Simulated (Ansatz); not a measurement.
**HfO2: O interstitial**

Computed with the plane-wave PAW code Ansatz (scalar-relativistic, PAW set soft_2): PBE, no spin polarisation, 420 eV cutoff, k-mesh 2×2×2 shifted by half a step.

The relaxed host crystal (Kohn–Sham gap 4.04 eV over the whole zone):

```xyz
12
Lattice="5.1609 0.0000 -0.0053 0.0000 5.2121 0.0000 -0.8931 0.0000 5.2769" Properties=species:S:1:pos:R:3 pbc="T T T"
Hf    0.7904    2.3823    3.7365
Hf    3.0309    4.9883    4.1735
Hf    3.4774    2.8298    1.5350
Hf    1.2369    0.2238    1.0981
O     1.4460    3.8715    5.1513
O     2.3753    1.2654    2.7587
O     2.8219    1.3406    0.1203
O     1.8925    3.9467    2.5128
O     0.0352    1.7130    1.8382
O     4.6791    4.3190    0.7949
O     4.2326    3.4992    3.4334
O    -0.4113    0.8931    4.4767
```

Supercell of 24 atoms, rows of the matrix [[-1,0,-1],[1,1,0],[1,-1,0]] times the cell vectors; O interstitial at (0.167, 0.000, 0.542) in fractions of the cell above. Atoms are relaxed at the host's cell, from a start shaken by 0.05 Å near the defect; charged cells sit in a uniform background.

Nearest atoms to the added O: charge 0: O 1.46 Å, Hf 2.09 Å, Hf 2.15 Å, O 2.36 Å, O 2.40 Å, O 2.56 Å, O 2.68 Å, O 2.79 Å; charge -2: Hf 2.04 Å, Hf 2.16 Å, Hf 2.17 Å, O 2.35 Å, O 2.43 Å, O 2.55 Å, O 2.66 Å, O 2.70 Å.

The largest move of an atom from its ideal place is 1.0 Å at charge 0, 1.5 Å at charge -2, so the cell rearranged and didn't merely relax.

```csv
charge,gap of the cell on the mesh (eV),carriers
0,4.05,none in the bands
-2,3.81,none in the bands
```

On this mesh the host's own supercell has a gap of 4.31 eV.

Formation energy of the neutral defect: 2.64 eV, taking atoms from and to the elements' standard states (no corrections for gases), so it belongs to those chemical potentials alone.

Relaxed cell at charge -2:

```
HfO2 O_i charge -2
1.0
    -4.2678    0.0000   -5.2716
     5.1609    5.2121   -0.0053
     5.1609   -5.2121   -0.0053
Hf O
8 17
Direct
  0.2972 0.0261 0.5687
  0.2837 0.5044 0.0045
  0.2065 0.4612 0.5019
  0.2517 0.9716 0.0208
  0.7385 0.5195 0.9417
  0.7456 0.0295 0.4786
  0.8122 0.0682 0.0317
  0.7699 0.5658 0.4879
  0.0431 0.1264 0.3713
  0.0412 0.6360 0.8592
  0.4837 0.1537 0.8983
  0.4779 0.6377 0.3952
  0.9811 0.4028 0.1143
  0.9804 0.8966 0.6346
  0.5405 0.3729 0.6193
  0.5489 0.8913 0.1300
  0.6571 0.0271 0.7142
  0.6482 0.5482 0.1718
  0.9142 0.8393 0.0216
  0.7929 0.3120 0.3937
  0.0918 0.2936 0.7154
  0.3738 0.9890 0.3334
  0.1309 0.7028 0.5008
  0.1941 0.2150 0.0725
  0.4575 0.6172 0.8112
```

Caveats: semilocal functionals make gaps too small, which shifts levels too; small supercell, so energies and levels can be off by tenths of an eV; one random start near the defect, so other minima are possible.
